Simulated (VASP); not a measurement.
Input of a VASP 6.6.1 run:

The input INCAR:

```
SYSTEM = AlP
PREC = Accurate ; ENCUT = 520
EDIFF = 1E-6 ; ISMEAR = 0
SIGMA = 0.05 ; LREAL = .FALSE.
LASPH = .TRUE. ; NELM = 100
ALGO = Fast ; ISIF = 2
LWAVE = .FALSE. ; LCHARG = .FALSE.
NBANDS = 11
```

KPOINTS

```
regular mesh
0
G
  10 10 10
  0 0 0
```

Contents of POSCAR:

```
AlP
1.0
    0.0000000000      2.7169489925      2.7169489925
    2.7169489925      0.0000000000      2.7169489925
    2.7169489925      2.7169489925      0.0000000000
Al P
1 1
Direct
    0.0000000000      0.0000000000      0.0000000000
    0.7500000000      0.7500000000      0.7500000000
```

Potentials or basis: VASP PAW LDA potentials, release 64 (Al, P).

Run with:

```bash
$ cat potpaw_LDA.64/Al/POTCAR potpaw_LDA.64/P/POTCAR > POTCAR
$ mpirun -np 1 vasp_std > vasp.out
```

Q: Predict the band gap on the k mesh.

A: 1.41 eV, indirect (least direct gap 3.24 eV).

Q: Predict the pressure.

A: 0.0 GPa.

**The experiment to reproduce.**

From a printed reference work, data compilation, for a bulk crystal of AlP at 4.2 K: band gap 2.505 eV (indirect).

Against the measured gap of AlP, 2.505 eV (indirect; 4.2 K; a printed reference work, data compilation), the calculated 1.41 eV is off by -1.09 eV. The value is that of LDA on a finite k mesh, which can miss the band edges, without temperature or zero-point motion. Semilocal functionals fall short of measured gaps as a rule.
